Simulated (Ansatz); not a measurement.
Run this with the Ansatz DFT code, driven from Python and show what comes out.

Input file `lif.cif`:
```cif
data_LiF
_cell_length_a 2.918441
_cell_length_b 2.834776
_cell_length_c 2.818088
_cell_angle_alpha 60.08259
_cell_angle_beta 59.38192
_cell_angle_gamma 59.13447
_symmetry_space_group_name_H-M 'P 1'
_symmetry_Int_Tables_number 1
loop_
_symmetry_equiv_pos_as_xyz
'x, y, z'
loop_
_atom_site_label
_atom_site_type_symbol
_atom_site_fract_x
_atom_site_fract_y
_atom_site_fract_z
Li1 Li    0.992870    0.998900    0.996720
F2 F    0.489720    0.506570    0.495590
```

`lif_scf.py`:
```python
"""Single point of LiF, atoms off their sites."""

import sys
import warnings

import ansatz as az
from ase.io import read
import numpy as np

warnings.simplefilter("ignore", az.DeckWarning)

atoms = read("lif.cif")
crystal = az.Crystal.from_ase(atoms)

# settings of the run
setup = (
    crystal.calculation()
    .accuracy("medium")
    .basis(530)  # plane waves up to this kinetic energy
    .functional("revpbe", dispersion="D3(BJ)")
    .kpoints(mesh=(6, 6, 6))  # the mesh must be finer for metals
    .occupations("fixed")
    .scf(tolerance=1e-06, extra_bands=8)
    .forces()
    .band_table()  # levels at the mesh points
)
try:
    result = setup.run()
except az.NonConvergedError as error:
    sys.exit(f"no convergence: {error}")
except az.RefusalError as error:
    sys.exit(f"input refused: {error}")
report = result.report

for key in ("converged", "n_iterations", "n_electrons", "n_kpoints", "n_pw", "n_symmetry_ops", "free_energy_ev", "fermi_energy_ev"):
    print(f"{key:18s} {report[key]}")

atom = int(np.linalg.norm(report["forces_ev_ang"], axis=1).argmax())
print("force on atom", atom, "by term (eV/A)")
for term, rows in report["force_terms_ev_ang"].items():
    if np.abs(rows[atom]).max() > 1e-6:
        print(f"  {term:26s}", np.round(rows[atom], 4))
print("net force on the cell:", np.round(np.sum(report["forces_ev_ang"], axis=0), 6) + 0.0)

gap = None if "band_edges_ev" not in report else report["band_edges_ev"][1] - report["band_edges_ev"][0]
print("gap on the k mesh:", "withheld (metal, or smearing too wide to tell)" if gap is None else f"{gap:.3f} eV")
print("lowest empty less highest filled band, by band count:", round(report["gap_by_band_count_ev"], 3), "eV")
```

Running `python lif_scf.py` prints:
```text
converged          True
n_iterations       6
n_electrons        10.0
n_kpoints          112
n_pw               459
n_symmetry_ops     1
free_energy_ev     -1018.8424413049123
fermi_energy_ev    1.2738974795788585
force on atom 1 by term (eV/A)
  ewald                      [ 0.0184 -1.4494 -0.0106]
  local_pseudopotential      [-0.0158  1.2319  0.0099]
  nonlocal_pseudopotential   [-0.0012  0.127  -0.0027]
  augmentation               [-0.0005  0.0543 -0.0009]
  nlcc                       [-0.     -0.0001  0.    ]
  dispersion                 [-0.      0.0003 -0.    ]
  augmentation_tail          [-0.     -0.      0.0001]
  scf_correction             [-0. -0.  0.]
net force on the cell: [-1.e-06 -2.e-06  2.e-06]
gap on the k mesh: 9.192 eV
lowest empty less highest filled band, by band count: 9.192 eV
```

Caveats:
- These settings explore the input space; cutoff and mesh may be short of convergence.
- Semilocal gaps usually lie well under measured ones.
- The Fermi level of a run with fixed occupations marks the highest occupied state on its mesh, not mid-gap.
- Energy and stress may still move on a finer k-point mesh.
- Only differences from the Fermi energy are physical; the zero of the scale is a convention.
- The program warned that this SCF threshold is loose for forces or stresses.
- The cell is a database structure, distorted on purpose.
- Gaps and levels are Kohn-Sham values on a finite set of k-points.
- The script silences the warnings on its input, which a real study should read.
- Timing: 4.3 s on 1 thread of Arm Neoverse V2 (shared host), peak memory 0.4 GiB.

(Lines on the test bed's own set-up are left out of the output.)
